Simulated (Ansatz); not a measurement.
# BN: one atom moved over a plane

The calculation used DFT PBE, scalar-relativistic, plane waves, PAW (Ansatz 0.2.0). The runs took a 420 eV cutoff, a Γ-centred 12×12×6 mesh and Gaussian smearing (0.05 eV). No spin polarisation. Energies are free energies at this smearing, counted from the undisturbed cell; pressure is positive in compression.

Zero of the scan (as given, not relaxed at this level; it stands at 0.0 GPa; this wurtzite form isn't the usual structure):

```yaml
crystal:
  lattice:
    - [2.55394, 0.00000, 0.00000]
    - [-1.27697, 2.21178, 0.00000]
    - [0.00000, 0.00000, 4.22685]
  atoms:
    - { symbol: B, position: [0.66667, 0.33333, 0.99972] }
    - { symbol: B, position: [0.33333, 0.66667, 0.49972] }
    - { symbol: N, position: [0.66667, 0.33333, 0.62528] }
    - { symbol: N, position: [0.33333, 0.66667, 0.12528] }
```

Atom 1 (B) is moved by p along (1.000, 0.000, 0.000) and q along (0.000, 0.000, 1.000) (Å), all else fixed. Points are written (p, q).

Energy above the undisturbed cell in eV/cell (a dash: not computed):

```csv
p \ q,-0.600,-0.300,0.000,0.300,0.600
-0.600,8.30,3.48,?,8.51,10.67
-0.300,?,2.44,1.10,2.77,4.37
0.000,?,2.16,0.00,1.08,2.59
0.300,?,2.44,1.10,2.77,4.37
0.600,8.30,3.48,?,8.51,10.67
```

(1) Fill in the withheld energies.

## Answers

(1) (-0.600, 0.000): 4.46; (-0.300, -0.600): 11.58; (0.000, -0.600): 13.65; (0.300, -0.600): 11.58; (0.600, 0.000): 4.46.